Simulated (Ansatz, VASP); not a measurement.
# InP3: VASP beside Ansatz

```
In P
1.0
     3.55954    2.05510    2.88652
    -3.55954    2.05510    2.88652
     0.00000   -4.11020    2.88652
In P
2 6
Direct
  0.28718 0.28718 0.28718
  0.71282 0.71282 0.71282
  0.78244 0.22910 0.78244
  0.78244 0.78244 0.22910
  0.22910 0.78244 0.78244
  0.21756 0.77090 0.21756
  0.77090 0.21756 0.21756
  0.21756 0.21756 0.77090
```

Alike in both runs: functional PBEsol; k mesh 6 × 6 × 6; occupations gaussian, width 0.1 eV; no spin polarisation.

Ansatz relaxed the structure, and its values are those at the end. VASP's run is a single point on that final structure, the one shown.

|  | VASP | Ansatz |
| --- | --- | --- |
| version | VASP 6.6.1 | Ansatz 0.2.0 |
| potentials or method | VASP PAW PBE potentials, release 64 (In_d, P) | scalar-relativistic, plane waves, PAW |
| plane-wave cutoff (eV) | 520 | 420 |
| valence electrons in the cell | 56 | 56 |

Ansatz gave:

* gap on the k mesh at the Fermi level (eV): none
* pressure (GPa): 20.0
* rms of the force components (eV/Å): 0.001

Problem. What did VASP give for the same quantities?

Solution. gap on the k mesh at the Fermi level (eV): none; pressure (GPa): 20.0; rms of the force components (eV/Å): 0.014.

A gap of «none» marks a metal or a gap that the smearing closes.

Caveats: so large a pressure means that the cell lies far from this level's equilibrium, or that cutoff or potentials fall short (VASP); the potentials were made for another functional, which shifts forces and pressure (VASP).
